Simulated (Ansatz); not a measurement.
Set up this calculation in Ansatz 0.2.0, as an ASE script.

```yaml
Task: electron localisation function
Functional: r2SCANh
Dispersion: D4
Potentials_or_basis: Ansatz PAW
Cutoff: 500 eV
Density_cutoff: 2000 eV
k_mesh: 4 × 4 × 4
Occupations: gaussian, width 0.02 eV
Spin: collinear spin, program default start
Driver: chain
```

The structure of CdTe lies in CdTe.cif:

```cif
data_CdTe
_cell_length_a 6.41000000
_cell_length_b 6.41000000
_cell_length_c 6.41000000
_cell_angle_alpha 90.00000000
_cell_angle_beta 90.00000000
_cell_angle_gamma 90.00000000
_space_group_name_H-M_alt 'F-43m'
_space_group_name_Hall 'F -4 2 3'
_space_group_IT_number 216
loop_
_space_group_symop_operation_xyz
'x,y,z'
'y,-x,-z'
'-x,-y,z'
'-y,x,-z'
'x,-y,-z'
'y,x,z'
'-x,y,-z'
'-y,-x,z'
'z,x,y'
'-z,y,-x'
'z,-x,-y'
'-z,-y,x'
'-z,x,-y'
'z,y,x'
'-z,-x,y'
'z,-y,-x'
'y,z,x'
'-x,-z,y'
'-y,z,-x'
'x,-z,-y'
'-y,-z,x'
'x,z,y'
'y,-z,-x'
'-x,z,-y'
'x,y+1/2,z+1/2'
'y,-x+1/2,-z+1/2'
'-x,-y+1/2,z+1/2'
'-y,x+1/2,-z+1/2'
'x,-y+1/2,-z+1/2'
'y,x+1/2,z+1/2'
'-x,y+1/2,-z+1/2'
'-y,-x+1/2,z+1/2'
'z,x+1/2,y+1/2'
'-z,y+1/2,-x+1/2'
'z,-x+1/2,-y+1/2'
'-z,-y+1/2,x+1/2'
'-z,x+1/2,-y+1/2'
'z,y+1/2,x+1/2'
'-z,-x+1/2,y+1/2'
'z,-y+1/2,-x+1/2'
'y,z+1/2,x+1/2'
'-x,-z+1/2,y+1/2'
'-y,z+1/2,-x+1/2'
'x,-z+1/2,-y+1/2'
'-y,-z+1/2,x+1/2'
'x,z+1/2,y+1/2'
'y,-z+1/2,-x+1/2'
'-x,z+1/2,-y+1/2'
'x+1/2,y,z+1/2'
'y+1/2,-x,-z+1/2'
'-x+1/2,-y,z+1/2'
'-y+1/2,x,-z+1/2'
'x+1/2,-y,-z+1/2'
'y+1/2,x,z+1/2'
'-x+1/2,y,-z+1/2'
'-y+1/2,-x,z+1/2'
'z+1/2,x,y+1/2'
'-z+1/2,y,-x+1/2'
'z+1/2,-x,-y+1/2'
'-z+1/2,-y,x+1/2'
'-z+1/2,x,-y+1/2'
'z+1/2,y,x+1/2'
'-z+1/2,-x,y+1/2'
'z+1/2,-y,-x+1/2'
'y+1/2,z,x+1/2'
'-x+1/2,-z,y+1/2'
'-y+1/2,z,-x+1/2'
'x+1/2,-z,-y+1/2'
'-y+1/2,-z,x+1/2'
'x+1/2,z,y+1/2'
'y+1/2,-z,-x+1/2'
'-x+1/2,z,-y+1/2'
'x+1/2,y+1/2,z'
'y+1/2,-x+1/2,-z'
'-x+1/2,-y+1/2,z'
'-y+1/2,x+1/2,-z'
'x+1/2,-y+1/2,-z'
'y+1/2,x+1/2,z'
'-x+1/2,y+1/2,-z'
'-y+1/2,-x+1/2,z'
'z+1/2,x+1/2,y'
'-z+1/2,y+1/2,-x'
'z+1/2,-x+1/2,-y'
'-z+1/2,-y+1/2,x'
'-z+1/2,x+1/2,-y'
'z+1/2,y+1/2,x'
'-z+1/2,-x+1/2,y'
'z+1/2,-y+1/2,-x'
'y+1/2,z+1/2,x'
'-x+1/2,-z+1/2,y'
'-y+1/2,z+1/2,-x'
'x+1/2,-z+1/2,-y'
'-y+1/2,-z+1/2,x'
'x+1/2,z+1/2,y'
'y+1/2,-z+1/2,-x'
'-x+1/2,z+1/2,-y'
loop_
_atom_site_label
_atom_site_type_symbol
_atom_site_symmetry_multiplicity
_atom_site_Wyckoff_symbol
_atom_site_fract_x
_atom_site_fract_y
_atom_site_fract_z
_atom_site_occupancy
Te1 Te 4 c 0.2500000000 0.2500000000 0.2500000000 1
Cd1 Cd 4 a 0.0000000000 0.0000000000 0.0000000000 1
```

These files were run (other wordings do the same):

run.py

```python
import json

import ase.io
import numpy as np
import spglib

import ansatz as az

atoms = ase.io.read("CdTe.cif")
cell, frac, numbers = spglib.find_primitive((atoms.cell[:], atoms.get_scaled_positions(), atoms.numbers), symprec=1e-5)
atoms = ase.Atoms(numbers, cell=cell, scaled_positions=frac, pbc=True)

calculation = (
    az.Crystal.from_ase(atoms)
    .calculation()
    .kpoints(4, 4, 4)
    .functional("r2scanh", dispersion="d4")
    .pseudopotentials(kind="paw")
    .spin("collinear")
    .occupations(method="gaussian", width=0.02)
    .density()
    .potential()
    .output_files(volumetric_format="npy")
    .electron_localization_function()
    .forces()
    .stress()
    .band_table(publish=True)
)
outcome = calculation.run(threads=2, events_out="events.jsonl")

report = outcome.report
for line in open("events.jsonl"):
    event = json.loads(line)
    if event["event"] == "scf_iter":
        d = event["data"]
        print(f"SCF {d['iter']:3d}  HF = {d['harris_foulkes_ev']:.6f} eV  dr2 = {d['dr2_ev']:.2e} eV")
    elif event["event"] in ("relax_step", "md_step"):
        d = event["data"]
        print(f"{event['event']} {d['step']:3d}  E = {d['lagrangian_ev']:.6f} eV")
np.set_printoptions(precision=5, suppress=True, linewidth=110)
print("converged:", report["converged"], "after", report["n_iterations"], "iterations")
print(f"free energy {report['free_energy_ev']:.6f} eV, Fermi level {report['fermi_energy_ev']:.4f} eV")
for key in ("band_edges_ev", "magnetization_mub", "site_moments_mub", "site_moments_nc_mub", "forces_ev_ang",
                "stress_gpa"):
    if report.get(key) is not None:
        print(key, np.array(report[key]), sep="\n")
```

Potentials or basis: Ansatz PAW.

The run is started by

```bash
$ python run.py
```

It gave:

- Pressure: 2.5 GPa
- Band gap on the k mesh: 1.90 eV, direct
- Net moment: 0.00 μB per cell
- Absolute moment: 0.00 μB per cell

Caveat: the k mesh is coarse (spacing up to 0.42 Å⁻¹), so the values aren't converged, least of all with exact exchange; the PAW data sets were made with another functional, which shifts forces and pressure a little; spin-orbit coupling is left out, which moves the levels of the heavy elements; the thresholds are loose for stress.

Run time: 24 s on 2 threads of Arm Neoverse V1 (shared host), peak memory 1.3 GiB.
